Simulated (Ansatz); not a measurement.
# The polar optical mode of CaS at 25 GPa, worked through

All numbers below come from Ansatz 0.2.0, DFT LDA, scalar-relativistic, plane waves, PAW. Cutoff 420 eV, 10×10×10 k-points (Γ-centred), fixed occupations. No spin polarisation. Phonons by linear response, acoustic sum rule imposed.

The cell, relaxed at 25 GPa:
```
Ca S
1.0
     0.00000    2.57648    2.57648
     2.57648    0.00000    2.57648
     2.57648    2.57648    0.00000
Ca S
1 1
Direct
  0.00000 0.00000 0.00000
  0.50000 0.50000 0.50000
```

Other phases may be more stable at this pressure.

Linear response gives ν_TO = 361.2 cm⁻¹, Born charges ±2.392 e (positive on Ca) and ε∞ = 6.651. The primitive cell holds 34.207 Å³, and the masses are 40.078 and 32.060 amu.

Problem. Find ν_LO and the static dielectric constant.

Solution. The long-wave field adds a restoring force: ω_LO² − ω_TO² = Z*²e²/(ε_vac ε∞ μV). In these units ν_LO² − ν_TO² = 4.92064×10⁷ Z*²/(μ V ε∞) cm⁻², with μ = m₁m₂/(m₁ + m₂) = 17.812 amu: 69477 cm⁻². So ν_LO = √(361.2² + 69477) = 447.2 cm⁻¹, and the run gives 447.2. Lyddane–Sachs–Teller then gives ε0 = ε∞ (ν_LO/ν_TO)² = 10.19, against 10.19 in the run (it forms both from the same three quantities, so the match checks the arithmetic only). Between ν_TO and ν_LO the dielectric function is negative and an undamped crystal reflects fully: a reststrahlen band from 22.4 to 27.7 μm.

Problem. What do the Clausius–Mossotti polarisability and the Szigeti charge come to?

Solution. With the Lorentz local field, α = (3V/4π)(ε∞ − 1)/(ε∞ + 2) = 5.33 Å³ for the pair, and e_S = 3Z*/(ε∞ + 2) = 0.83 e. The Born charge includes the electrons' response to the dipole's own local field, and e_S takes that enhancement out. The Lorentz field assumes point-like polarisable ions, a poor picture once ε∞ is this large, since the electron clouds then overlap or are shared, so both numbers are formal here.

Problem. How strongly does a slow electron couple to the LO mode?

Solution. For one isotropic parabolic band, Fröhlich's constant is α_F = (1/ε∞ − 1/ε0) √(m* Ry/ħω_LO), with Ry = 13.606 eV, ħω_LO = 55.4 meV and m* in free-electron masses: α_F = 0.0522 × 15.67 × √m* = 0.82 √m*. The band mass isn't part of this run; for m* = 0.1, 0.3 and 1 it gives 0.26, 0.45, 0.82. In weak coupling the polaron lies α_F ħω_LO below the band edge (25 meV at m* = 0.3) with a mass m*(1 + α_F/6); past α_F of about 5 or 6 that expansion fails. A semilocal functional's ε∞ tends to be too large, which taken alone lowers α_F.